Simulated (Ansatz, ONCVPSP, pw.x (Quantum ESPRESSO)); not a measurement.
# pw.x on sc Ta: one setting changed

Potential: optimised norm-conserving Vanderbilt (ONCV), ONCVPSP 4.0.1, PBE; core [Kr] 4d10 4f14, reference 5s2 5p6 5d3 6s2; waves: 5s+6s: rc 1.80 bohr, ncon 3, nbas 8, qcut 6.4 1/bohr, 2 projectors; 5p: rc 2.00 bohr, ncon 3, nbas 7, qcut 7.1 1/bohr, 1 projector; 5d: rc 2.90 bohr, ncon 4, nbas 9, qcut 6 1/bohr, 2 projectors, debl 3 Ha; f scattering state at 0.04 Ha: rc 2.90 bohr, ncon 4, nbas 7, qcut 4.4 1/bohr, 2 projectors, debl 0.8 Ha; local part: polynomial inside 1.65 bohr (lpopt 5, dvloc0 -1 Ha); core correction: Teter function, fcfact 2.25, rcfact 1.55.

The reference run (k-mesh 12³, cutoffs 50/200 Ry, Fermi–Dirac 0.01 Ry, mixing_beta 0.4, conv_thr 1e-9, no spin) gives 1.02 GPa at 20.376 Å³/atom, where all-electron LAPW gives 1.79 GPa. This run, with its own iteration cap, changes k-mesh points per axis to 20.

```
&control
  calculation='scf', prefix='x', pseudo_dir='./', outdir='./tmp', tstress=.true., disk_io='none'
/
&system
  ibrav=0, nat=1, ntyp=1, ecutwfc=50, ecutrho=200, nbnd=14,
  occupations='smearing', smearing='fd', degauss=0.01
/
&electrons
  conv_thr=1e-09, mixing_beta=0.4, electron_maxstep=60
/
ATOMIC_SPECIES
Ta 1.0 Ta.UPF
CELL_PARAMETERS angstrom
  2.73132247 0.00000000 0.00000000
  0.00000000 2.73132247 0.00000000
  0.00000000 0.00000000 2.73132247
ATOMIC_POSITIONS crystal
Ta 0.0000 0.0000 0.0000
K_POINTS automatic
20 20 20 0 0 0
```

```bash
pw.x < Ta.scf.in > Ta.scf.out
```

Question: How does the run end?

Answer: It converges in 8 iterations; the free energy moves by +12.0 meV/atom and the pressure by +0.45 GPa.

```
Message from routine setup:
     using ibrav=0 with symmetry is DISCOURAGED, use correct ibrav instead
     lattice parameter (alat)  =       5.1615  a.u.
     unit-cell volume          =     137.5041 (a.u.)^3
     number of electrons       =        13.00
     number of Kohn-Sham states=           14
     kinetic-energy cutoff     =      50.0000  Ry
     charge density cutoff     =     200.0000  Ry
     scf convergence threshold =      1.0E-09
     Exchange-correlation= PBE
     number of k points=   286  Fermi-Dirac smearing, width (Ry)=  0.0100
     iteration #  1     ecut=    50.00 Ry     beta= 0.40
     total energy              =    -124.55606128 Ry
     estimated scf accuracy    <       0.01530865 Ry
     iteration #  2     ecut=    50.00 Ry     beta= 0.40
     total energy              =    -124.55648723 Ry
     estimated scf accuracy    <       0.00366126 Ry
     iteration #  3     ecut=    50.00 Ry     beta= 0.40
     total energy              =    -124.55673537 Ry
     estimated scf accuracy    <       0.00034220 Ry
     iteration #  4     ecut=    50.00 Ry     beta= 0.40
     total energy              =    -124.55675049 Ry
     estimated scf accuracy    <       0.00000160 Ry
     iteration #  5     ecut=    50.00 Ry     beta= 0.40
     total energy              =    -124.55675091 Ry
     estimated scf accuracy    <       0.00000016 Ry
     iteration #  6     ecut=    50.00 Ry     beta= 0.40
     total energy              =    -124.55675093 Ry
     estimated scf accuracy    <       0.00000001 Ry
     iteration #  7     ecut=    50.00 Ry     beta= 0.40
     total energy              =    -124.55675093 Ry
     estimated scf accuracy    <          2.1E-09 Ry
     iteration #  8     ecut=    50.00 Ry     beta= 0.40
     the Fermi energy is    15.9121 ev
!    total energy              =    -124.55675093 Ry
     estimated scf accuracy    <          5.6E-11 Ry
     smearing contrib. (-TS)   =      -0.00478375 Ry
     The total energy is F=E-TS. E is the sum of the following terms:
     one-electron contribution =     -26.79677352 Ry
     hartree contribution      =      18.09935111 Ry
     xc contribution           =     -22.95368516 Ry
     ewald contribution        =     -92.90085962 Ry
     convergence has been achieved in   8 iterations
          total   stress  (Ry/bohr**3)                   (kbar)     P=       14.73
     Message from routine punch:
     Nothing written, as per user request (disk_io='none')
```

The run took about 18 s on one core of a shared host (Intel(R) Xeon(R) 6975P-C, 192 threads, 378 GiB, load 50).
